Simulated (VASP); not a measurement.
A run of VASP 6.6.1 is set up as follows.

INCAR

```
PREC = Accurate ; ENCUT = 520
EDIFF = 1E-6 ; ISMEAR = 1
SIGMA = 0.1 ; LREAL = F
LASPH = T ; NELM = 80
ALGO = Normal ; ISIF = 2
LWAVE = F ; LCHARG = F
GGA = PS ; ICORELEVEL = 1
KPAR = 4
```

File KPOINTS:

```
regular mesh
0
Gamma
  8 8 8
```

Contents of POSCAR:

```
AlPt
1.0
    0.0000000000      4.8789320700      4.8789320700
    4.8789320700      0.0000000000      4.8789320700
    4.8789320700      4.8789320700      0.0000000000
Al Pt
8 8
Direct
    0.4220160500      0.4220160500      0.4220160500
    0.9220160500      0.9220160500      0.9220160500
    0.9220160500      0.4220160500      0.2339518500
    0.4220160500      0.9220160500      0.7339518500
    0.2339518500      0.9220160500      0.4220160500
    0.7339518500      0.4220160500      0.9220160500
    0.4220160500      0.2339518500      0.9220160500
    0.9220160500      0.7339518500      0.4220160500
    0.0775315300      0.0775315300      0.0775315300
    0.5775315300      0.5775315300      0.5775315300
    0.5775315300      0.0775315300      0.2674054100
    0.0775315300      0.5775315300      0.7674054100
    0.2674054100      0.5775315300      0.0775315300
    0.7674054100      0.0775315300      0.5775315300
    0.0775315300      0.2674054100      0.5775315300
    0.5775315300      0.7674054100      0.0775315300
```

Potentials or basis: VASP PAW PBE potentials, release 64 (Al, Pt).

The run is started by

```bash
$ cat potpaw_PBE.64/Al/POTCAR potpaw_PBE.64/Pt/POTCAR > POTCAR
$ mpirun -np 4 vasp_std > vasp.out
```

Problem. What does it give for the band gap on the k mesh?

Solution. None (metal or under the smearing width).

Problem. What does it give for the pressure?

Solution. -1.4 GPa.

Problem. What does it give for the largest force?

Solution. 0.058 eV/Å.

Forces in eV/Å, atoms in the order of the input:
```
Al   0.001  0.001  0.001
Al   0.001  0.001  0.001
Al  -0.001 -0.001  0.001
Al  -0.001 -0.001  0.001
Al   0.001 -0.001 -0.001
Al   0.001 -0.001 -0.001
Al  -0.001  0.001 -0.001
Al  -0.001  0.001 -0.001
Pt  -0.034 -0.034 -0.034
Pt  -0.034 -0.034 -0.034
Pt   0.034  0.034 -0.034
Pt   0.034  0.034 -0.034
Pt  -0.034  0.034  0.034
Pt  -0.034  0.034  0.034
Pt   0.034 -0.034  0.034
Pt   0.034 -0.034  0.034
```

Caveat: the PAW data sets were made with another functional, which shifts forces and pressure a little. Spin-orbit coupling is left out, which matters for the levels of Pt.
